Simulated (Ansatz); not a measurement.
Theory: Ansatz, DFT PBE+D3(BJ), scalar-relativistic, plane waves, PAW. All cells share a 420 eV cutoff and Γ-centred k meshes spaced at most about 0.3 Å⁻¹ (2π included). No spin polarisation.

These are static total energies at zero pressure.

Compare these two cells of NaI, each relaxed at this level.

A.

```xyz
2
Lattice="4.3458 0.0000 0.0000 0.0000 4.3458 0.0000 0.0000 0.0000 4.5228" Properties=species:S:1:pos:R:3 pbc="T T T"
Na    0.0000    0.0000    0.0000
I     2.1729    2.1729    0.0000
```

B.

```xyz
2
Lattice="0.0000 3.1796 3.1796 3.1796 0.0000 3.1796 3.1796 3.1796 0.0000" Properties=species:S:1:pos:R:3 pbc="T T T"
Na    0.0000    0.0000    0.0000
I     3.1796    3.1796    3.1796
```

Question: Which would you expect to be lower, and how large is the difference?

Answer: B is lower, by 220 meV/atom. A has space group P4/mmm (No. 123), 42.7 Å³/atom and a gap of 2.87 eV on its mesh; B has the rock salt type, space group Fm-3m (No. 225), 32.1 Å³/atom and a gap of 3.79 eV. Counting I atoms around Na (those within 1.25 times the shortest such distance or 1.15 times the sum of covalent radii), A has Na 4 and B has Na 6. Origin: A, invented; B, reached from a Materials Project cell, among other starts. Shaken at random and relaxed again, B came back. Checks on B: no imaginary mode on a 4×4×4 q mesh.

These runs have no spin–orbit coupling, which can matter for I. Kohn–Sham gaps at this level usually fall short of measured ones. The missing spin–orbit coupling can work the other way here. Cells without such a test can be saddle points.
